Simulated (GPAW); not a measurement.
Runs of GPAW 26.7.0 on TaN. Symmetry: F-43m, No. 216, cubic system. The conventional cell has a = 4.982 Å, b = 4.982 Å, c = 4.982 Å, α = 90.00°, β = 90.00°, γ = 90.00°. Ta (site symmetry -43m) has 4 N at 2.16 Å as nearest neighbours. Around N (site symmetry -43m) lie 4 Ta at 2.16 Å. The cell comes from a database or a generator and needn't be the stable form of this composition.

| exact-exchange share | gap on the mesh (eV) |
| --- | --- |
| 0.2 | none |
| 0.5 | 1.76 |
| 0.1 | none |
| 0.35 | (a) |

Alike in all rows: task single point; level PBEh(alpha); potentials or basis GPAW PAW data sets (gpaw-data 1.2.1), pw; no spin polarisation; cell as given; k mesh 3 × 3 × 3; cutoff (eV) 600; smearing fermi-dirac 0.05 eV; the mesh is coarse, so values aren't converged.

Fill in the values left out.

(a) 0.96.

Caveats: all runs use coarse meshes; exact exchange converges slowly with the k mesh, and this mesh is small; spin-orbit coupling is left out, which moves the levels of the heavy elements (some runs); an odd mesh through Γ misses points on the zone boundary, where band edges often lie (some runs).

A k mesh can miss the band edges, and the runs leave out spin-orbit coupling on Ta.

A gap of «none» marks a metal or a gap under the smearing width.
